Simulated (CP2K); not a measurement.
# HgTe (Coloradoite) (F-43m) in CP2K: further runs

The runs below take HgTe (Coloradoite) through single point, with PBE.

Everything below comes from runs of CP2K 2026.2. Logs are shortened: lines on timing, memory, paths and dates and some standing lists are left out, and cuts for length are marked.

### Step 1. The undisturbed crystal

Symmetry: F-43m, No. 216, cubic system. Conventional cell: a = 6.429 Å, b = 6.429 Å, c = 6.429 Å, α = 90.00°, β = 90.00°, γ = 90.00°. Around Hg (site symmetry -43m) lie 4 Te at 2.78 Å. Around Te (site symmetry -43m) lie 4 Hg at 2.78 Å.

### Step 2. Single point, PBE (strain_c = -0.02)

hgte_scf.inp reads:

```
&GLOBAL
  PROJECT hgte_scf
  RUN_TYPE ENERGY_FORCE
  PRINT_LEVEL LOW
&END GLOBAL
&FORCE_EVAL
  METHOD QS
  STRESS_TENSOR ANALYTICAL
  &DFT
    BASIS_SET_FILE_NAME BASIS_MOLOPT_UZH
    POTENTIAL_FILE_NAME POTENTIAL_UZH
    &MGRID
      CUTOFF 450
      REL_CUTOFF 60
      NGRIDS 4
    &END MGRID
    &QS
      METHOD GPW
      EPS_DEFAULT 1.0E-9
    &END QS
    &KPOINTS
      SCHEME MONKHORST-PACK 7 7 7
      GAMMA_CENTERED T
      SYMMETRY T
      SYMMETRY_BACKEND SPGLIB
    &END KPOINTS
    &SCF
      SCF_GUESS ATOMIC
      EPS_SCF 1.0E-6
      MAX_SCF 100
      ADDED_MOS 10
      CHOLESKY OFF
      EPS_EIGVAL 1.0E-7
      &DIAGONALIZATION ON
        ALGORITHM STANDARD
      &END DIAGONALIZATION
      &MIXING ON
        METHOD BROYDEN_MIXING
        ALPHA 0.4
        BETA 1.5
        NBUFFER 8
      &END MIXING
      &SMEAR ON
        METHOD FERMI_DIRAC
        ELECTRONIC_TEMPERATURE [K] 580.226
      &END SMEAR
    &END SCF
    &XC
      &XC_FUNCTIONAL PBE
      &END XC_FUNCTIONAL
    &END XC
    &PRINT
      &KPOINTS ON
      &END KPOINTS
      &MULLIKEN ON
      &END MULLIKEN
      &MO ON
        ENERGIES T
        OCCUPATION_NUMBERS T
        &EACH
          QS_SCF 0
        &END EACH
        ADD_LAST NUMERIC
      &END MO
    &END PRINT
  &END DFT
  &SUBSYS
    &CELL
      A 4.5459894962 0.0000000000 0.0000000000
      B 2.2729947481 3.9369423891 0.0000000000
      C 2.2729947481 1.3123141297 3.6375491830
      PERIODIC XYZ
    &END CELL
    &COORD
      SCALED
      Hg  0.0000000000 0.0000000000 0.0000000000
      Te  0.7500000000 0.7500000000 0.7500000000
    &END COORD
    &KIND Hg
      BASIS_SET TZVP-MOLOPT-PBE-GTH-q12
      POTENTIAL GTH-PBE-q12
    &END KIND
    &KIND Te
      BASIS_SET TZVP-MOLOPT-PBE-GTH-q6
      POTENTIAL GTH-PBE-q6
    &END KIND
    &PRINT
      &ATOMIC_COORDINATES ON
      &END ATOMIC_COORDINATES
      &CELL ON
      &END CELL
      &SYMMETRY ON
      &END SYMMETRY
    &END PRINT
  &END SUBSYS
  &PRINT
    &FORCES ON
    &END FORCES
    &STRESS_TENSOR ON
    &END STRESS_TENSOR
  &END PRINT
&END FORCE_EVAL
```

Potentials or basis: POTENTIAL_UZH Hg GTH-PBE-q12, Te GTH-PBE-q6; TZVP-MOLOPT-PBE-GTH basis.

Run with:

```bash
$ OMP_NUM_THREADS=1 cp2k.psmp -i hgte_scf.inp -o hgte_scf.out
```

hgte_scf.out:

```text

 CP2K| version string:                                       CP2K version 2026.2
 CP2K| Input file name                                              hgte_scf.inp

 GLOBAL| Force Environment number                                              1
 GLOBAL| Basis set file name                                    BASIS_MOLOPT_UZH
 GLOBAL| Potential file name                                       POTENTIAL_UZH
 GLOBAL| MM Potential file name                                     MM_POTENTIAL
 GLOBAL| Coordinate file name                                      __STD_INPUT__
 GLOBAL| Method name                                                        CP2K
 GLOBAL| Project name                                                   hgte_scf
 GLOBAL| Run type                                                   ENERGY_FORCE
 GLOBAL| FFT library                                                       FFTW3
 GLOBAL| Diagonalization library                                       ScaLAPACK
 GLOBAL| Cholesky decomposition library                                ScaLAPACK
 GLOBAL| DGEMM library                                                      BLAS
 GLOBAL| Direct generalized diagonalization requested                          F
 GLOBAL| Matrix multiplication library                                 ScaLAPACK
 GLOBAL| Global print level                                                  LOW
 GLOBAL| Total number of message passing processes                             1
 GLOBAL| Number of threads for this process                                    1
 GLOBAL| CPU model name                                 Intel(R) Xeon(R) 6975P-C

 CELL| Volume [angstrom^3]:                                            65.102304
 CELL| Vector a [angstrom]:       4.546     0.000     0.000   |a| =     4.545989
 CELL| Vector b [angstrom]:       2.273     3.937     0.000   |b| =     4.545989
 CELL| Vector c [angstrom]:       2.273     1.312     3.638   |c| =     4.485581
 CELL| Angle (b,c), alpha [degree]:                                    59.553498
 CELL| Angle (a,c), beta  [degree]:                                    59.553498
 CELL| Angle (a,b), gamma [degree]:                                    60.000000
 CELL| Numerically orthorhombic:                                              NO
 CELL| Periodicity                                                           XYZ

 CELL_REF| Volume [angstrom^3]:                                        65.102304
 CELL_REF| Vector a [angstrom     4.546     0.000     0.000   |a| =     4.545989
 CELL_REF| Vector b [angstrom     2.273     3.937     0.000   |b| =     4.545989
 CELL_REF| Vector c [angstrom     2.273     1.312     3.638   |c| =     4.485581
 CELL_REF| Angle (b,c), alpha [degree]:                                59.553498
 CELL_REF| Angle (a,c), beta  [degree]:                                59.553498
 CELL_REF| Angle (a,b), gamma [degree]:                                60.000000
 CELL_REF| Numerically orthorhombic:                                          NO
 CELL_REF| Periodicity                                                       XYZ

 GENERATE|  Preliminary Number of Bonds generated:                             0
 GENERATE|  Achieved consistency in connectivity generation.

 *******************************************************************************
 *******************************************************************************
 **            Copyright (C) by CP2K developers group (2000-2026)             **
 *******************************************************************************

 TOTAL NUMBERS AND MAXIMUM NUMBERS

  Total number of            - Atomic kinds:                                   2
                             - Atoms:                                          2
                             - Shell sets:                                     2
                             - Shells:                                        17
                             - Primitive Cartesian functions:                 10
                             - Cartesian basis functions:                     58
                             - Spherical basis functions:                     51

  Maximum angular momentum of- Orbital basis functions:                        3
                             - Local part of the GTH pseudopotential:          0
                             - Non-local part of the GTH pseudopotential:      4

 MODULE QUICKSTEP: ATOMIC COORDINATES IN ANGSTROM

   Atom Kind Element         X             Y             Z       Z(eff)     Mass
      1    1 Hg   80      0.000000      0.000000      0.000000  12.0000 200.5900
      2    2 Te   52      6.818984      3.936942      2.728162   6.0000 127.6000

 Crystal Symmetry Information
       International Symbol:                                                 R3m
       Point Group Symbol:                                                    3m
       Schoenflies Symbol:                                                 C3v^5
       Number of Symmetry Operations:                                          6

 SCF PARAMETERS         Density guess:                                    ATOMIC
[... 15 lines left out ...]
                        --------------------------------------------------------
                        Smear method:                                FERMI_DIRAC
                        Electronic temperature [K]:                        580.2
                        Electronic temperature [a.u.]:                  1.84E-03
                        Accuracy threshold:                             1.00E-10
                        --------------------------------------------------------
                        No outer SCF

 *******************************************************************************
                                    Kpoints
 *******************************************************************************
 BRILLOUIN| K-point scheme                                        Monkhorst-Pack
 BRILLOUIN| K-Point grid                                             7    7    7
 BRILLOUIN| Gamma-centered k-point mesh                                     ON
 BRILLOUIN| K-point symmetry accuracy                               0.100000E-05
 BRILLOUIN| K-Point point group symmetrization                                ON
 BRILLOUIN| Symmetry backend                                             SPGLIB
 BRILLOUIN| Symmetry reduction method                                    SPGLIB
 BRILLOUIN| Wavefunction type                                            COMPLEX
 BRILLOUIN| List of Kpoints [2 Pi/Bohr]                                       44
 BRILLOUIN| Number           Weight            X              Y              Z
 BRILLOUIN|     1           0.01749       -0.42857       -0.42857       -0.42857
 BRILLOUIN|     2           0.01749       -0.42857       -0.42857       -0.28571
 BRILLOUIN|     3           0.01749       -0.42857       -0.42857       -0.14286
 BRILLOUIN|     4           0.01749       -0.42857       -0.42857        0.00000
 BRILLOUIN|     5           0.01749       -0.42857       -0.42857        0.14286
 BRILLOUIN|     6           0.01749       -0.42857       -0.42857        0.28571
[... 32 lines left out ...]
 BRILLOUIN|    39           0.01749       -0.14286       -0.14286        0.28571
 BRILLOUIN|    40           0.01749       -0.14286       -0.14286        0.42857
 [... further k-points ...]
 *******************************************************************************

 Extrapolation method: initial_guess

 Number of electrons:                                                         18
 Number of occupied orbitals:                                                  9
 Number of molecular orbitals:                                                19

 Number of orbital functions:                                                 51
 Number of independent orbital functions:                                     51

 SCF WAVEFUNCTION OPTIMIZATION

  Step     Update method      Time    Convergence         Total energy    Change
  ------------------------------------------------------------------------------
     1 NoMix/Diag. 0.40E+00    1.5     1.25152517       -49.4139244808 -4.94E+01
     2 Broy./Diag. 0.40E+00    1.8     0.04041707       -49.7213616130 -3.07E-01
     3 Broy./Diag. 0.40E+00    1.7     0.09176858       -49.4376850155  2.84E-01
     4 Broy./Diag. 0.40E+00    1.8     0.01134081       -49.2447810638  1.93E-01
     5 Broy./Diag. 0.40E+00    1.7     0.00174093       -49.2708936242 -2.61E-02
     6 Broy./Diag. 0.40E+00    1.2     0.00129294       -49.2840363743 -1.31E-02
     7 Broy./Diag. 0.40E+00    1.1     0.00021540       -49.2810653900  2.97E-03
     8 Broy./Diag. 0.40E+00    1.1     0.00069129       -49.2771777181  3.89E-03
     9 Broy./Diag. 0.40E+00    1.2     0.00011393       -49.2762994321  8.78E-04
    10 Broy./Diag. 0.40E+00    1.2     0.00006283       -49.2764396455 -1.40E-04
    11 Broy./Diag. 0.40E+00    1.2     0.00000909       -49.2764212856  1.84E-05
    12 Broy./Diag. 0.40E+00    1.2     0.00000237       -49.2764445120 -2.32E-05
    13 Broy./Diag. 0.40E+00    1.2     0.00000220       -49.2764493940 -4.88E-06
    14 Broy./Diag. 0.40E+00    1.2     0.00000045       -49.2764536296 -4.24E-06

  *** SCF run converged in    14 steps ***

  Electronic density on regular grids:        -17.9999999950        0.0000000050
  Core density on regular grids:               17.9999999700       -0.0000000300
  Total charge density on r-space grids:       -0.0000000250
  Total charge density g-space grids:          -0.0000000250

  Overlap energy of the core charge distribution:               0.00000000638166
  Self energy of the core charge distribution:                -88.92489058408499
  Core Hamiltonian energy:                                     25.55369546897667
  Hartree energy:                                              21.89242596375869
  Exchange-correlation energy:                                 -7.79766188356795
  Electronic entropic energy:                                  -0.00002260108955
  Fermi energy:                                                 0.16920534877266

  Total energy:                                               -49.27645362958629
  Total energy (extrapolated to T->0):                        -49.27644232904152

 MO| EIGENVALUES AND OCCUPATION NUMBERS FOR K POINT 1
 MO|
 MO|  Index      Eigenvalue [a.u.]        Eigenvalue [eV]             Occupation
 MO|      1              -0.262748              -7.149738               2.000000
 MO|      2              -0.107250              -2.918419               2.000000
 MO|      3              -0.106529              -2.898814               2.000000
 MO|      4              -0.088882              -2.418595               2.000000
 MO|      5              -0.088757              -2.415211               2.000000
 MO|      6              -0.084290              -2.293657               2.000000
[... 343 lines left out ...]
 MO|     18               0.713635              19.418999               0.000000
 MO|     19               0.758120              20.629485               0.000000
 MO| Sum:                                                              18.000000
 MO| E(Fermi):            0.169205 a.u.          4.604312 eV

 [... the levels of further k-points ...]

 !-----------------------------------------------------------------------------!
                     Mulliken Population Analysis

 #  Atom  Element  Kind  Atomic population                           Net charge
       1     Hg       1         11.694177                              0.305823
       2     Te       2          6.305823                             -0.305823
 # Total charge                             18.000000                  0.000000

 !-----------------------------------------------------------------------------!

 ENERGY| Total FORCE_EVAL ( QS ) energy [hartree]            -49.276456012980717

 FORCES| Atomic forces [hartree/bohr]
 FORCES|   Atom     x               y               z               |f|
 FORCES|      1  4.24638676E-08  6.93807159E-08 -4.36632963E-03   4.36632964E-03
 FORCES|      2 -4.22885545E-08 -6.92776355E-08  4.36634278E-03   4.36634278E-03
 FORCES| Sum     1.75313135E-10  1.03080382E-10  1.31418364E-08
 FORCES| Total atomic force                                       1.31434099E-08

 STRESS| Analytical stress tensor [bar]
 STRESS|                        x                   y                   z
 STRESS|      x        6.12909185340E+04   4.60146913963E-02   2.29706688931E-02
 STRESS|      y        4.60146913963E-02   6.12788611743E+04  -6.45427914137E-01
 STRESS|      z        2.29706688931E-02  -6.45427914137E-01   8.30239307891E+04
 STRESS| 1/3 Trace                                             6.85312368325E+04
 STRESS| Determinant                                           3.11824408245E+14

 STRESS| Eigenvectors and eigenvalues of the analytical stress tensor [bar]
 STRESS|                        1                   2                   3
 STRESS| Eigenvalues   6.12788609795E+04   6.12909187096E+04   8.30239308083E+04
 STRESS|      x          -0.003816232335      0.999992718158      0.000001056885
 STRESS|      y           0.999992717718      0.003816232365     -0.000029681573
 STRESS|      z           0.000029685390     -0.000000943606      0.999999999559
```

It took 23 s on 1 thread of Intel Xeon 6975P-C (Granite Rapids), shared host; peak memory 0.36 GiB.

What came out:

```yaml
Free_energy: -1340.8806 eV
Pressure: 6.9 GPa
Largest_force: 0.225 eV/Å
Band_gap_on_the_k_mesh: 0.07 eV, direct
Mulliken_charges: Hg +0.31; Te -0.31 e
```

Forces on the atoms (eV/Å):
```
Hg   0.000  0.000 -0.225
Te   0.000  0.000  0.225
```

Caveat: Mulliken charges move with the basis; spin-orbit coupling is left out, which moves the levels of the heavy elements; the basis of atomic orbitals isn't converged, which shifts pressures, moduli and gaps.

### Step 3. Single point, PBE (strain_c = 0.02)

Edit hgte_scf.inp of step 2 so:

```diff
@@ -70,3 +70,3 @@
       B 2.2729947481 3.9369423891 0.0000000000
-      C 2.2729947481 1.3123141297 3.6375491830
+      C 2.2729947481 1.3123141297 3.7860205782
       PERIODIC XYZ
```

Potentials or basis: POTENTIAL_UZH Hg GTH-PBE-q12, Te GTH-PBE-q6; TZVP-MOLOPT-PBE-GTH basis.

Run with:

```bash
$ OMP_NUM_THREADS=1 cp2k.psmp -i hgte_scf.inp -o hgte_scf.out
```

Run time: 22 s. Hardware: 1 thread of Intel Xeon 6975P-C (Granite Rapids), shared host; peak memory 0.36 GiB.

The run converged. Its results:

| Property | Result |
| --- | --- |
| Free energy | -1340.9737 eV |
| Pressure | 4.4 GPa |
| Largest force | 0.156 eV/Å |
| Band gap on the k mesh | none (metal or under the smearing width) |
| Mulliken charges | Hg +0.34; Te -0.34 e |

Forces on the atoms (eV/Å):
```
Hg   0.000  0.000  0.156
Te   0.000  0.000 -0.156
```

Stress tensor (GPa, compression positive):
```
4.99 0.00 0.00
0.00 4.99 0.00
0.00 0.00 3.29
```

Levels at points of the mesh, in eV from the Fermi level:
```tsv
k point	band 6	band 7	band 8	band 9	band 10	band 11	band 12	band 13
(0.00, 0.00, 0.00)	-6.85	-0.76	-0.08	-0.03	-0.03	4.09	4.31	4.31
```

Caveat: Mulliken charges move with the basis; the basis of atomic orbitals isn't converged, which shifts pressures, moduli and gaps.

### Step 4. Single point, PBE (strain_c = -0.04)

Edit hgte_scf.inp of step 3 so:

```diff
@@ -70,3 +70,3 @@
       B 2.2729947481 3.9369423891 0.0000000000
-      C 2.2729947481 1.3123141297 3.7860205782
+      C 2.2729947481 1.3123141297 3.5633134854
       PERIODIC XYZ
```

Run with:

```bash
$ OMP_NUM_THREADS=1 cp2k.psmp -i hgte_scf.inp -o hgte_scf.out
```

Wall time 20 s (1 thread of Intel Xeon 6975P-C (Granite Rapids), shared host); peak memory 0.36 GiB.

It converged, with:

```
Free energy            : -1340.7980 eV
Pressure               : 8.4 GPa
Largest force          : 0.533 eV/Å
Band gap on the k mesh : 0.17 eV, direct
Mulliken charges       : Hg +0.29; Te -0.29 e
```

Forces in eV/Å, atoms in the order of the input:
```
Hg   0.000  0.000 -0.533
Te   0.000  0.000  0.533
```

Stress tensor (GPa, compression positive):
```
 6.79  0.00  0.00
 0.00  6.79  0.00
 0.00  0.00 11.73
```

Levels at points of the mesh, in eV from the valence-band top:
```
           k point  band 6  band 7  band 8  band 9  band 10  band 11  band 12  band 13
(0.00, 0.00, 0.00)   -7.07   -0.56    0.00    0.00     0.17     4.05     4.05     4.56
```

Caveat: Mulliken charges move with the basis; spin-orbit coupling is left out, which moves the levels of the heavy elements; an odd mesh through Γ misses points on the zone boundary, where band edges often lie; the basis of atomic orbitals isn't converged, which shifts pressures, moduli and gaps.

### Step 5. The runs side by side

```tsv
cell	gap on the mesh (eV)	pressure (GPa)	largest force (eV/Å)
strain_c = -0.02	0.07	6.9	0.22
strain_c = 0.02	none	4.4	0.16
strain_c = -0.04	0.17	8.4	0.53
```

Alike in all rows: task single point; level PBE; potentials or basis POTENTIAL_UZH Hg GTH-PBE-q12, Te GTH-PBE-q6; TZVP-MOLOPT-PBE-GTH basis; no spin polarisation; k mesh 7 × 7 × 7; smearing fermi-dirac 0.05 eV.

Caveats: the basis of atomic orbitals isn't converged, which shifts pressures, moduli and gaps; spin-orbit coupling is left out, which moves the levels of the heavy elements (some runs); an odd mesh through Γ misses points on the zone boundary, where band edges often lie (some runs).

Absolute energies hang on the potentials; compare differences alone.
